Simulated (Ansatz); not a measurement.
# Nickel, diamond under RPBE: ground state and equation of state

Aim: take nickel in the diamond structure, relax it, solve it on a dense k-mesh, then scale the cell to 7 volumes from 88 to 112 % of the relaxed one and try a fit of the equation of state. Spin polarisation is left out, though the real metal is magnetic, so this state lies above the ground state. The k-meshes are 11×11×11 for the relaxation; 17×17×17 for the dense run; 12×12×12 for the volumes.

This is Ni in the diamond structure; at room conditions it is fcc.

Program: Ansatz 0.2.0. Level of theory: DFT RPBE, plane waves (420 eV) with PAW, scalar-relativistic; PAW files made under PBE, frozen cores solved again for the functional. These are calculated values, not measurements.

### 1 Starting point

The structure is cubic, space group Fd-3m (No. 227). The conventional cell has a = 4.907 Å, b = 4.907 Å, c = 4.907 Å, α = 90.00°, β = 90.00°, γ = 90.00°. Around Ni (site symmetry -43m) lie 4 Ni at 2.12 Å.

Coordinates:

```xyz
2
Lattice="0.0000 2.4535 2.4535 2.4535 0.0000 2.4535 2.4535 2.4535 0.0000" Properties=species:S:1:pos:R:3 pbc="T T T"
Ni    0.6134    0.6134    0.6134
Ni    4.2936    4.2936    4.2936
```

### 2 Relaxation of the cell

Contents of input.yaml:

```yaml
crystal:
  lattice:
    - [0.0, 2.4534603088, 2.4534603088]
    - [2.4534603088, 0.0, 2.4534603088]
    - [2.4534603088, 2.4534603088, 0.0]
  atoms:
    - { symbol: Ni, position: [0.125, 0.125, 0.125] }
    - { symbol: Ni, position: [0.875, 0.875, 0.875] }
hamiltonian:
  xc: rpbe
  pseudopotentials:
    kind: paw
    azcp:
      Ni: "pseudopotentials/Ni.paw.azcp"
basis:
  ecutwfc: 420
  fft_grid_basis: typed
kpoints:
  mp_grid: { grid: [11, 11, 11], shift: [0, 0, 0] }
magnetization:
  spin_polarized: false
scf:
  occupations: { method: fermi_dirac, width: 0.1 }
relax:
  max_steps: 60
  f_tol: 0.01
  cell: {}
```

The log of the run:

```text
Warning: RAYON_NUM_THREADS=2 ignored (pool sized by the plan → 2); use --threads N
Engine: ansatz 0.2.0, aarch64-unknown-linux-gnu
Pseudopotentials: kind: paw
Pseudopotential: Ni, paw, valence charge 18, recommended cutoff 420 eV (normal), <dir>
Functional definition: RPBE
  parameter kappa = 0.804
  parameter beta = 0.06672455060314922
  exchange = rpbe_x(kappa = kappa, mu = beta*pi^2/3)
  correlation = pbe_c(beta = beta)
Crystal: 2 atoms, lattice volume = 29.537 Å³
Basis set: ecut = 420 eV, 561 PW (Γ), exchange–correlation on 48×48×48 points (8 copies of the dense FFT grid, shifted against one another)
Bands: 22, of which v1, the nominal top of the filled ones, is band 18 counted from 1 (17 counted from 0)
Symmetry: 48 space group operations
Space group: Fd-3m (ITA 227), of the structure as read, at distance tolerance 3.1e-5 Å
k-points: 56 of 1331
Non-local potential: Ni, projectors of the file, l = 0: 3, l = 1: 2, l = 2: 3, l = 3: 1
PAW form: soft (Blöchl's): semilocal exchange-correlation on the pseudo side does not see the compensation charge
PAW frozen core: Ni, regenerated for the run's functional, and the local potential with it (the file was generated under x = pbe(κ = 0.804, μ = 0.2195149727645171), c = pbe(β = 0.06672455060314922))
PAW one-centre angular grid: Ni, 590 points (default); XC on 64 Gauss nodes
Initial density: superposition of atomic densities (neutral atoms: chi_scale 0, normalization atom), corrected by the library's trained network
Initial wavefunctions: pseudopotential atomic-orbital guess
Functional: x = rpbe, c = pbe(β = 0.06672455060314922)
SCF iter   1: F=—  HF=-11686.887695 eV  |F-HF|=—  |Δ(HF+E_count)|=         —  Δρ=1.69e-2  dr2=4.27e-2  ethr=1.77e-3  ⟨swp⟩=5.6  Hψ=4641  notcnv=0
preconditioner: auto → LDOS  [metal: Δε(μ)=0.010 eV  Ē_g=6.628 eV  σ=0.100 eV  W_gap=0.03  n_scr=14 (ndim 8)  ℏωp=30.6 eV  f_vac=0.023  D(μ)=6.57/eV (n_scr^D=136)  β→1.0]
SCF iter   2: F=—  HF=-11686.901557 eV  |F-HF|=—  |Δ(HF+E_count)|=   1.39e-2  Δρ=2.69e-2  dr2=1.11e-1  ethr=1.19e-4  ⟨swp⟩=2.1  Hψ=2769  notcnv=0
SCF iter   3: F=—  HF=-11686.882631 eV  |F-HF|=—  |Δ(HF+E_count)|=   1.89e-2  Δρ=4.98e-3  dr2=4.16e-3  ethr=1.19e-4  ⟨swp⟩=3.1  Hψ=2369  notcnv=0
SCF iter   4: F=—  HF=-11686.881888 eV  |F-HF|=—  |Δ(HF+E_count)|=   7.44e-4  Δρ=7.99e-4  dr2=1.14e-4  ethr=1.15e-5  ⟨swp⟩=1.9  Hψ=1853  notcnv=0
SCF iter   5: F=—  HF=-11686.881871 eV  |F-HF|=—  |Δ(HF+E_count)|=   1.69e-5  Δρ=3.51e-5  dr2=1.89e-7  ethr=3.18e-7  ⟨swp⟩=2.0  Hψ=1691  notcnv=0
SCF iter   6: F=—  HF=-11686.881868 eV  |F-HF|=—  |Δ(HF+E_count)|=   2.98e-6  Δρ=4.21e-6  dr2=3.12e-9  ethr=2.78e-10  ⟨swp⟩=4.9  Hψ=4916  notcnv=0
SCF iter   7: F=-11686.881868 eV  HF=-11686.881868 eV  |F-HF|=8.55e-11  |Δ(HF+E_count)|=   1.45e-9  Δρ=5.90e-7  dr2=5.66e-11  ethr=8.67e-12  ⟨swp⟩=2.0  Hψ=3954  notcnv=0
SCF 1 converged in 7 iterations: F = -11686.881868 eV  dr2 = 5.66e-11
relax step   1: F+E_penalty+E_count = -11686.88186784 eV  Δ(F+E_penalty+E_count) = +0.000e0 eV  max|allowed force component| = 2.313e-17 eV/Å  Δτ_max = 0.0000 Å  P = +17.440 GPa  Ω = 29.537 Å³  (7 SCF iters, dr2 threshold 1.00e-7 eV, accepted)
Crystal: 2 atoms, lattice volume = 31.830 Å³
Basis set: ecut = 420 eV, 609 PW (Γ), exchange–correlation on 48×48×48 points (8 copies of the dense FFT grid, shifted against one another)
Initial density: handed on by an earlier stage of this run
Initial wavefunctions: those handed on with the density
iter 1 solved again at ethr=6.87e-6 eV; its pass at ethr=3.10e-3 eV (dr2=2.47e-3 eV) is discarded
SCF iter   1: F=—  HF=-11687.053747 eV  |F-HF|=—  |Δ(HF+E_count)|=         —  Δρ=2.74e-3  dr2=2.43e-3  ethr=6.87e-6  ⟨swp⟩=2.0  Hψ=7431  notcnv=0
preconditioner: auto → LDOS  [metal: Δε(μ)=0.011 eV  Ē_g=6.164 eV  σ=0.100 eV  W_gap=0.03  n_scr=14 (ndim 8)  ℏωp=29.4 eV  f_vac=0.040  D(μ)=6.91/eV (n_scr^D=136)  β→1.0]
SCF iter   2: F=—  HF=-11687.053788 eV  |F-HF|=—  |Δ(HF+E_count)|=   4.03e-5  Δρ=7.99e-4  dr2=1.10e-4  ethr=6.74e-6  ⟨swp⟩=1.0  Hψ=1232  notcnv=0
SCF iter   3: F=—  HF=-11687.053896 eV  |F-HF|=—  |Δ(HF+E_count)|=   1.09e-4  Δρ=1.47e-3  dr2=3.71e-4  ethr=3.06e-7  ⟨swp⟩=2.0  Hψ=2284  notcnv=0
SCF iter   4: F=—  HF=-11687.053829 eV  |F-HF|=—  |Δ(HF+E_count)|=   6.74e-5  Δρ=1.10e-4  dr2=2.09e-6  ethr=3.06e-7  ⟨swp⟩=3.0  Hψ=2455  notcnv=0
SCF iter   5: F=—  HF=-11687.053830 eV  |F-HF|=—  |Δ(HF+E_count)|=   1.32e-6  Δρ=8.95e-5  dr2=1.39e-6  ethr=5.56e-10  ⟨swp⟩=4.6  Hψ=4736  notcnv=0
SCF iter   6: F=-11687.053830 eV  HF=-11687.053830 eV  |F-HF|=7.13e-10  |Δ(HF+E_count)|=   2.37e-7  Δρ=1.60e-6  dr2=3.88e-10  ethr=5.56e-10  ⟨swp⟩=3.1  Hψ=5249  notcnv=0
SCF 2 converged in 6 iterations: F = -11687.053830 eV  dr2 = 3.88e-10
relax step   2: F+E_penalty+E_count = -11687.05383015 eV  Δ(F+E_penalty+E_count) = -1.720e-1 eV  max|allowed force component| = 1.342e-16 eV/Å  Δτ_max = 0.0000 Å  P = +7.386 GPa  Ω = 31.830 Å³  energy of the carried Pulay correction = -1.075e-3 eV  (6 SCF iters, dr2 threshold 2.00e-7 eV, accepted)
Crystal: 2 atoms, lattice volume = 33.753 Å³
Basis set: ecut = 420 eV, 645 PW (Γ), exchange–correlation on 48×48×48 points (8 copies of the dense FFT grid, shifted against one another)
iter 1 solved again at ethr=4.09e-6 eV; its pass at ethr=3.10e-3 eV (dr2=1.47e-3 eV) is discarded
SCF iter   1: F=—  HF=-11687.103970 eV  |F-HF|=—  |Δ(HF+E_count)|=         —  Δρ=2.15e-3  dr2=1.47e-3  ethr=4.09e-6  ⟨swp⟩=2.0  Hψ=7441  notcnv=0
preconditioner: auto → LDOS  [metal: Δε(μ)=0.005 eV  Ē_g=5.892 eV  σ=0.100 eV  W_gap=0.01  n_scr=14 (ndim 8)  ℏωp=28.6 eV  f_vac=0.050  D(μ)=7.14/eV (n_scr^D=136)  β→1.0]
SCF iter   2: F=—  HF=-11687.103969 eV  |F-HF|=—  |Δ(HF+E_count)|=   9.22e-7  Δρ=6.40e-4  dr2=7.31e-5  ethr=4.08e-6  ⟨swp⟩=1.0  Hψ=1232  notcnv=0
SCF iter   3: F=—  HF=-11687.104024 eV  |F-HF|=—  |Δ(HF+E_count)|=   5.47e-5  Δρ=1.12e-3  dr2=2.26e-4  ethr=2.03e-7  ⟨swp⟩=2.0  Hψ=2282  notcnv=0
SCF iter   4: F=—  HF=-11687.103985 eV  |F-HF|=—  |Δ(HF+E_count)|=   3.90e-5  Δρ=1.06e-4  dr2=2.09e-6  ethr=2.03e-7  ⟨swp⟩=3.0  Hψ=2477  notcnv=0
SCF iter   5: F=—  HF=-11687.103985 eV  |F-HF|=—  |Δ(HF+E_count)|=   4.62e-7  Δρ=4.60e-5  dr2=3.85e-7  ethr=5.81e-9  ⟨swp⟩=2.0  Hψ=1514  notcnv=0
SCF iter   6: F=-11687.103985 eV  HF=-11687.103985 eV  |F-HF|=4.09e-10  |Δ(HF+E_count)|=   6.23e-8  Δρ=8.81e-7  dr2=1.04e-10  ethr=5.56e-10  ⟨swp⟩=4.6  Hψ=4608  notcnv=0
SCF 3 converged in 6 iterations: F = -11687.103985 eV  dr2 = 1.04e-10
relax step   3: F+E_penalty+E_count = -11687.10398530 eV  Δ(F+E_penalty+E_count) = -5.016e-2 eV  max|allowed force component| = 1.758e-16 eV/Å  Δτ_max = 0.0000 Å  P = +1.405 GPa  Ω = 33.753 Å³  energy of the carried Pulay correction = -1.917e-3 eV  (6 SCF iters, dr2 threshold 2.00e-7 eV, accepted)
Crystal: 2 atoms, lattice volume = 34.310 Å³
iter 1 solved again at ethr=3.45e-7 eV; its pass at ethr=3.10e-3 eV (dr2=1.24e-4 eV) is discarded
SCF iter   1: F=—  HF=-11687.106117 eV  |F-HF|=—  |Δ(HF+E_count)|=         —  Δρ=5.98e-4  dr2=1.14e-4  ethr=3.45e-7  ⟨swp⟩=2.1  Hψ=7243  notcnv=0
preconditioner: auto → LDOS  [metal: Δε(μ)=0.004 eV  Ē_g=5.814 eV  σ=0.100 eV  W_gap=0.01  n_scr=14 (ndim 8)  ℏωp=28.4 eV  f_vac=0.050  D(μ)=7.20/eV (n_scr^D=136)  β→1.0]
SCF iter   2: F=—  HF=-11687.106108 eV  |F-HF|=—  |Δ(HF+E_count)|=   9.18e-6  Δρ=3.84e-4  dr2=2.67e-5  ethr=3.18e-7  ⟨swp⟩=2.1  Hψ=1657  notcnv=0
SCF iter   3: F=—  HF=-11687.106119 eV  |F-HF|=—  |Δ(HF+E_count)|=   1.13e-5  Δρ=6.44e-4  dr2=7.72e-5  ethr=7.43e-8  ⟨swp⟩=2.0  Hψ=2257  notcnv=0  recentre
SCF iter   4: F=-11687.106106 eV  HF=-11687.106106 eV  |F-HF|=1.53e-7  |Δ(HF+E_count)|=   1.28e-5  Δρ=2.37e-5  dr2=9.16e-8  ethr=5.56e-10  ⟨swp⟩=4.4  Hψ=6632  notcnv=0
SCF 4 converged in 4 iterations: F = -11687.106106 eV  dr2 = 9.16e-8
relax step   4: F+E_penalty+E_count = -11687.10610623 eV  Δ(F+E_penalty+E_count) = -2.121e-3 eV  max|allowed force component| = 1.943e-16 eV/Å  Δτ_max = 0.0000 Å  P = -0.031 GPa  Ω = 34.310 Å³  energy of the carried Pulay correction = -2.151e-3 eV  (4 SCF iters, dr2 threshold 2.00e-7 eV, accepted)
Basis set: ecut = 420 eV, 645 PW (Γ), exchange–correlation on 50×50×50 points (8 copies of the dense FFT grid, shifted against one another)
Initial wavefunctions: pseudopotential atomic-orbital guess (no wavefunctions were taken with the density)
iter 1 solved again at ethr=5.95e-7 eV; its pass at ethr=3.10e-3 eV (dr2=2.14e-4 eV) is discarded
SCF iter   1: F=—  HF=-11687.091079 eV  |F-HF|=—  |Δ(HF+E_count)|=         —  Δρ=2.08e-3  dr2=1.33e-4  ethr=5.95e-7  ⟨swp⟩=3.5  Hψ=8104  notcnv=0
preconditioner: auto → LDOS  [metal: Δε(μ)=0.007 eV  Ē_g=5.832 eV  σ=0.100 eV  W_gap=0.02  n_scr=14 (ndim 8)  ℏωp=28.4 eV  f_vac=0.052  D(μ)=7.20/eV (n_scr^D=136)  β→1.0]
SCF iter   2: F=—  HF=-11687.108924 eV  |F-HF|=—  |Δ(HF+E_count)|=   1.78e-2  Δρ=2.07e-3  dr2=9.16e-4  ethr=3.68e-7  ⟨swp⟩=2.0  Hψ=2169  notcnv=0  recentre
SCF iter   3: F=—  HF=-11687.103672 eV  |F-HF|=—  |Δ(HF+E_count)|=   5.25e-3  Δρ=1.12e-3  dr2=9.47e-6  ethr=3.68e-7  ⟨swp⟩=2.0  Hψ=2022  notcnv=0
SCF iter   4: F=—  HF=-11687.108713 eV  |F-HF|=—  |Δ(HF+E_count)|=   5.04e-3  Δρ=4.01e-4  dr2=3.02e-5  ethr=2.63e-8  ⟨swp⟩=2.0  Hψ=2181  notcnv=0
SCF iter   5: F=—  HF=-11687.108788 eV  |F-HF|=—  |Δ(HF+E_count)|=   7.46e-5  Δρ=3.96e-5  dr2=2.46e-7  ethr=2.63e-8  ⟨swp⟩=2.0  Hψ=1805  notcnv=0
SCF iter   6: F=—  HF=-11687.108786 eV  |F-HF|=—  |Δ(HF+E_count)|=   1.51e-6  Δρ=7.42e-6  dr2=1.62e-8  ethr=6.84e-10  ⟨swp⟩=2.7  Hψ=2539  notcnv=0
SCF iter   7: F=—  HF=-11687.108786 eV  |F-HF|=—  |Δ(HF+E_count)|=   1.58e-9  Δρ=3.75e-6  dr2=4.50e-9  ethr=4.49e-11  ⟨swp⟩=1.1  Hψ=1255  notcnv=0
SCF iter   8: F=—  HF=-11687.108786 eV  |F-HF|=—  |Δ(HF+E_count)|=  1.96e-10  Δρ=1.62e-6  dr2=8.51e-10  ethr=1.25e-11  ⟨swp⟩=1.0  Hψ=1232  notcnv=0
SCF iter   9: F=—  HF=-11687.108786 eV  |F-HF|=—  |Δ(HF+E_count)|=  5.28e-11  Δρ=2.59e-7  dr2=2.38e-11  ethr=2.36e-12  ⟨swp⟩=2.3  Hψ=1714  notcnv=0
SCF iter  10: F=-11687.108786 eV  HF=-11687.108786 eV  |F-HF|=0.00e0  |Δ(HF+E_count)|=  1.82e-12  Δρ=3.97e-8  dr2=5.01e-13  ethr=1.00e-12  ⟨swp⟩=5.0  Hψ=5423  notcnv=0
SCF 5 converged in 10 iterations: F = -11687.108786 eV  dr2 = 5.01e-13
relax step   5: F+E_penalty+E_count = -11687.10878602 eV  Δ(F+E_penalty+E_count) = -2.680e-3 eV  max|allowed force component| = 1.665e-16 eV/Å  Δτ_max = 0.0000 Å  P = +0.131 GPa  Ω = 34.310 Å³  stress off target by 1.31e-1 GPa  SCF on the basis re-selected at this cell (its energy is not comparable with the rows above)  (10 SCF iters)
basis re-selected at this cell: Δ(F+E_penalty+E_count) = -2.680e-3 eV, ΔP = +0.162 GPa vs the last step (what re-selecting the basis moved, of the pressure what is left beyond the Pulay correction that the steps carried, after the strain that the cell walked since its last selection, with what the two solves' SCF thresholds leave and, on support functions, any second-order correction that the steps lacked; it is no measure of the basis error at this ecutwfc). The dense FFT grid was sized anew with the basis: this SCF ran on 25×25×25 points, the steps before it on 24×24×24, so part of this shift can come from that change (see relax.cell in the input reference). This SCF's stress stands 1.31e-1 GPa from its target on what of the cell is left free (relax.cell.stress_tol is 5.00e-2 GPa) and its largest allowed force component is 1.67e-16 eV/Å (relax.f_tol is 1.00e-2 eV/Å): not within both, so this SCF does not close the relaxation
Crystal: 2 atoms, lattice volume = 34.362 Å³
iter 1 solved again at ethr=2.95e-9 eV; its pass at ethr=3.10e-3 eV (dr2=1.06e-6 eV) is discarded
SCF iter   1: F=—  HF=-11687.108788 eV  |F-HF|=—  |Δ(HF+E_count)|=         —  Δρ=5.27e-5  dr2=9.44e-7  ethr=2.95e-9  ⟨swp⟩=3.0  Hψ=6275  notcnv=0
preconditioner: auto → LDOS  [metal: Δε(μ)=0.007 eV  Ē_g=5.821 eV  σ=0.100 eV  W_gap=0.02  n_scr=14 (ndim 8)  ℏωp=28.3 eV  f_vac=0.052  D(μ)=7.21/eV (n_scr^D=136)  β→1.0]
SCF iter   2: F=—  HF=-11687.108789 eV  |F-HF|=—  |Δ(HF+E_count)|=   1.60e-6  Δρ=2.72e-5  dr2=1.70e-7  ethr=2.62e-9  ⟨swp⟩=1.7  Hψ=1962  notcnv=0
SCF iter   3: F=—  HF=-11687.108789 eV  |F-HF|=—  |Δ(HF+E_count)|=   9.06e-8  Δρ=5.97e-5  dr2=6.55e-7  ethr=1.19e-10  ⟨swp⟩=4.9  Hψ=4955  notcnv=0  recentre
SCF iter   4: F=-11687.108789 eV  HF=-11687.108789 eV  |F-HF|=1.99e-9  |Δ(HF+E_count)|=   1.06e-7  Δρ=2.09e-6  dr2=8.51e-10  ethr=1.19e-10  ⟨swp⟩=3.0  Hψ=5621  notcnv=0
SCF 6 converged in 4 iterations: F = -11687.108789 eV  dr2 = 8.51e-10
relax step   6: F+E_penalty+E_count = -11687.10878926 eV  Δ(F+E_penalty+E_count) = -3.237e-6 eV  max|allowed force component| = 1.758e-16 eV/Å  Δτ_max = 0.0000 Å  P = +0.012 GPa  Ω = 34.362 Å³  energy of the carried Pulay correction = -1.975e-5 eV  (4 SCF iters, dr2 threshold 4.28e-8 eV, accepted)
iter 1 solved again at ethr=7.28e-8 eV; its pass at ethr=3.10e-3 eV (dr2=2.62e-5 eV) is discarded
SCF iter   1: F=—  HF=-11687.108807 eV  |F-HF|=—  |Δ(HF+E_count)|=         —  Δρ=3.07e-6  dr2=1.39e-9  ethr=7.28e-8  ⟨swp⟩=3.0  Hψ=8388  notcnv=0
eigensolver tolerance schedule: the retry pair's looser diagonalisation over-reported the residual by 18826.85 of it (diagonalisation noise at 0.79 of the residual, at the tolerance the schedule requests for it); recorded, not acted on — ethr = c·dr2/N_el stays at c = 1.0e-1
SCF iter   2: F=—  HF=-11687.108806 eV  |F-HF|=—  |Δ(HF+E_count)|=   1.41e-6  Δρ=1.19e-5  dr2=2.76e-8  ethr=3.87e-12  ⟨swp⟩=3.5  Hψ=3076  notcnv=0
SCF iter   3: F=—  HF=-11687.108806 eV  |F-HF|=—  |Δ(HF+E_count)|=   1.39e-9  Δρ=1.05e-5  dr2=2.00e-8  ethr=3.87e-12  ⟨swp⟩=2.6  Hψ=2425  notcnv=0
SCF iter   4: F=—  HF=-11687.108806 eV  |F-HF|=—  |Δ(HF+E_count)|=   3.09e-9  Δρ=1.92e-6  dr2=6.42e-10  ethr=3.87e-12  ⟨swp⟩=2.0  Hψ=2282  notcnv=0
SCF iter   5: F=-11687.108806 eV  HF=-11687.108806 eV  |F-HF|=1.27e-11  |Δ(HF+E_count)|=  7.28e-11  Δρ=2.37e-7  dr2=9.57e-12  ethr=1.00e-12  ⟨swp⟩=5.0  Hψ=6741  notcnv=0
SCF 7 converged in 5 iterations: F = -11687.108806 eV  dr2 = 9.57e-12
relax step   7: F+E_penalty+E_count = -11687.10880567 eV  Δ(F+E_penalty+E_count) = -1.640e-5 eV  max|allowed force component| = 1.665e-16 eV/Å  Δτ_max = 0.0000 Å  P = +0.011 GPa  Ω = 34.362 Å³  stress off target by 1.11e-2 GPa  SCF on the basis re-selected at this cell (its energy is not comparable with the rows above)  (5 SCF iters)
basis re-selected at this cell: Δ(F+E_penalty+E_count) = -1.640e-5 eV, ΔP = -0.001 GPa vs the last step (what re-selecting the basis moved, of the pressure what is left beyond the Pulay correction that the steps carried, after the strain that the cell walked since its last selection, with what the two solves' SCF thresholds leave and, on support functions, any second-order correction that the steps lacked; it is no measure of the basis error at this ecutwfc). This SCF's stress stands 1.11e-2 GPa from its target on what of the cell is left free (relax.cell.stress_tol is 5.00e-2 GPa) and its largest allowed force component is 1.67e-16 eV/Å (relax.f_tol is 1.00e-2 eV/Å): within both
SCF converged after 5 iterations
Free energy (F): -11687.108806 eV
Harris-Foulkes:  -11687.108806 eV  (|F-HF|=1.27e-11)
Internal energy: -11686.890020 eV  (E = F + TS)
E sigma→0 (E₀):  -11686.999413 eV
Entropy (-TS):   -0.218786 eV (-109.393 meV/atom)
Fermi energy:    9.890122 eV
--- Per-component energies (eV) ---
  E_band       = -853.969469
  E_kinetic    = 562.354235
  E_local      = -9012.544061  (includes V_loc(G=0)·N_el)
  E_nonlocal   = 1279.585809
  E_hartree    = 3796.392867
  E_xc         = -165.572227
  E_vxc        = -212.750533  (∫ρ·V_xc dr)
  E_paw        = -3277.168437  (= ΣΔE_a)
  E_vpaw       = -1063.402061  (= ΣTr[D̂ρ^β])
  E_aug_tail   = 0.001046  (compensation charges beyond the density's cutoff)
  E_ewald      = -4869.850563
  E_core_change = -0.088691  (= ΣΔE_core)
  E_smearing   = -0.218786  (= −TS)
  E_closure    = 0.000000  (closes the sum)
  Σ components = -11687.108806   (vs F -11687.108806, Δ=0.00e0)
--- Forces (eV/Å), atoms counted from 1 ---
  atom   1  Ni     0.00000000     0.00000000     0.00000000
  atom   2  Ni    -0.00000000    -0.00000000    -0.00000000
  max |Σ_I F_I| component: 3.70e-17 eV/Å
--- Stress (GPa, compression-positive) ---
        0.011131       0.000000      -0.000000
        0.000000       0.011131       0.000000
       -0.000000       0.000000       0.011131
  P = ⅓ Tr σ = 0.0111 GPa (0.111 kbar)
--- Relaxed structure (5 steps of the walk, 5 accepted, 2 SCFs on fresh bases) ---
  F+E_penalty+E_count = -11687.10880567 eV   max|allowed force component| = 1.665e-16 eV/Å   (the final SCF, on the basis selected at the relaxed cell)
  cell:  # Å, volume = 34.3618 Å³
    - [1.3693859366201414e-34, 2.580369343549198, 2.580369343549198]
    - [2.580369343549198, 5.04759821730774e-34, 2.580369343549198]
    - [2.580369343549198, 2.580369343549198, 2.563609054050592e-34]
  atoms:
    - { symbol: Ni, position: [0.125, 0.125, 0.125] }
    - { symbol: Ni, position: [0.8749999999999999, 0.8749999999999999, 0.8749999999999999] }
```

It took 11 s on 2 threads of Arm Neoverse N1, shared host; peak memory 0.33 GiB.

The walk, from the log:

```tsv
step	energy change (meV/atom)	largest force (eV/Å)	pressure (GPa)	volume (Å³/atom)
1	0.00	0.0000	17.44	14.769
2	-85.98	0.0000	7.39	15.915
3	-111.06	0.0000	1.41	16.877
4	-112.12	0.0000	-0.03	17.155
5	-113.46	0.0000	0.13	17.155
6	-113.46	0.0000	0.01	17.181
7	-113.47	0.0000	0.01	17.181
```

Steps that repeat a cell are solved on a basis chosen anew, so their changes of energy are no gain of the relaxation.

Changes in the cell that was computed:

|  | before | after | change |
| --- | --- | --- | --- |
| a (Å) | 3.470 | 3.649 | +5.2 % |
| b (Å) | 3.470 | 3.649 | +5.2 % |
| c (Å) | 3.470 | 3.649 | +5.2 % |
| volume (Å³/atom) | 14.769 | 17.181 | +16.3 % |
| shortest distance (Å) | 2.125 | 2.235 | +5.2 % |
| space group (spins left aside) | Fd-3m | Fd-3m | same |

### 3 Single point on a dense mesh

Contents of input.yaml:

```yaml
crystal:
  lattice:
    - [0.0, 2.5803693435, 2.5803693435]
    - [2.5803693435, 0.0, 2.5803693435]
    - [2.5803693435, 2.5803693435, 0.0]
  atoms:
    - { symbol: Ni, position: [0.125, 0.125, 0.125] }
    - { symbol: Ni, position: [0.875, 0.875, 0.875] }
hamiltonian:
  xc: rpbe
  pseudopotentials:
    kind: paw
    azcp:
      Ni: "pseudopotentials/Ni.paw.azcp"
basis:
  ecutwfc: 420
  fft_grid_basis: typed
kpoints:
  mp_grid: { grid: [17, 17, 17], shift: [0, 0, 0] }
magnetization:
  spin_polarized: false
scf:
  occupations: { method: fermi_dirac, width: 0.1 }
```

The log of the run, cut to the lines that bear on the results:

```text
Warning: RAYON_NUM_THREADS=2 ignored (pool sized by the plan → 2); use --threads N
[...]
Pseudopotentials: kind: paw
Pseudopotential: Ni, paw, valence charge 18, recommended cutoff 420 eV (normal), <dir>
Functional definition: RPBE
[...]
Crystal: 2 atoms, lattice volume = 34.362 Å³
Basis set: ecut = 420 eV, 645 PW (Γ)
Bands: 22, of which v1, the nominal top of the filled ones, is band 18 counted from 1 (17 counted from 0)
Symmetry: 48 space group operations
Space group: Fd-3m (ITA 227), of the structure as read, at distance tolerance 3.3e-5 Å
k-points: 165 of 4913
[...]
SCF iter   1: F=—  HF=-11687.117218 eV  |F-HF|=—  |Δ(HF+E_count)|=         —  Δρ=1.79e-2  dr2=6.16e-2  ethr=1.77e-3  ⟨swp⟩=5.5  Hψ=13680  notcnv=0
[...]
SCF iter   7: F=-11687.109245 eV  HF=-11687.109245 eV  |F-HF|=3.27e-8  |Δ(HF+E_count)|=   2.97e-8  Δρ=1.29e-5  dr2=2.80e-8  ethr=1.90e-10  ⟨swp⟩=1.0  Hψ=9518  notcnv=0
[...]
SCF converged after 7 iterations
Free energy (F): -11687.109245 eV
[...]
E sigma→0 (E₀):  -11686.999777 eV
Entropy (-TS):   -0.218937 eV (-109.468 meV/atom)
Fermi energy:    9.885750 eV
[...]
```

Wall time 4.4 s (2 threads of Arm Neoverse N1, shared host); peak memory 0.36 GiB.

(Part 1 of 2 ends here.)
